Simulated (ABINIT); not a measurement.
MgSi:

```xyz
2
Lattice="2.9084 0.0000 0.0000 0.0000 2.9084 0.0000 0.0000 0.0000 4.1034" Properties=species:S:1:pos:R:3 pbc="T T T"
Si    1.4542    1.4542    2.0517
Mg    0.0000    0.0000    0.0000
```

The cell comes from a database or a generator and needn't be the stable form of this composition.

| Quantity | Value |
| --- | --- |
| Program | ABINIT 10.8.3 (patched build) |
| Task | relaxation of cell and atoms |
| Functional | LDA |
| Potentials or basis | PseudoDojo NC SR LDA v0.4.1 standard |
| Cutoff | 1143 eV |
| k mesh | 7 × 7 × 5 |
| Occupations | fermi-dirac, width 0.05 eV |
| Spin | no spin polarisation |

At the start: pressure -3.8 GPa; volume 17.35 Å³/atom.

Problem. How do energy, volume and symmetry change on relaxing?

Solution. Over 9 steps the energy falls by 16.0 meV/atom and the volume is 16.27 Å³/atom (-6.2 %); space group P4/mmm (No. 123, to 0.05 Å).

The path:
```
step  energy change (eV)  largest force (eV/Å)  pressure (GPa)  volume (Å³)
   1              0.0000                0.0000           -3.80        34.71
   2             -0.0098                0.0000           -3.22        34.31
   3             -0.0305                0.0000            1.03        32.10
   4             -0.0319                0.0000           -0.02        32.56
   5             -0.0319                0.0000            0.05        32.53
   6             -0.0319                0.0000            0.06        32.52
   7             -0.0319                0.0000            0.03        32.53
   8             -0.0319                0.0000            0.00        32.54
   9             -0.0319                0.0000            0.00        32.55
```

Final structure:
```xyz
2
Lattice="2.8284 0.0000 0.0000 0.0000 2.8284 0.0000 0.0000 0.0000 4.0685" Properties=species:S:1:pos:R:3 pbc="T T T"
Si    1.4142    1.4142    2.0342
Mg    0.0000    0.0000    0.0000
```
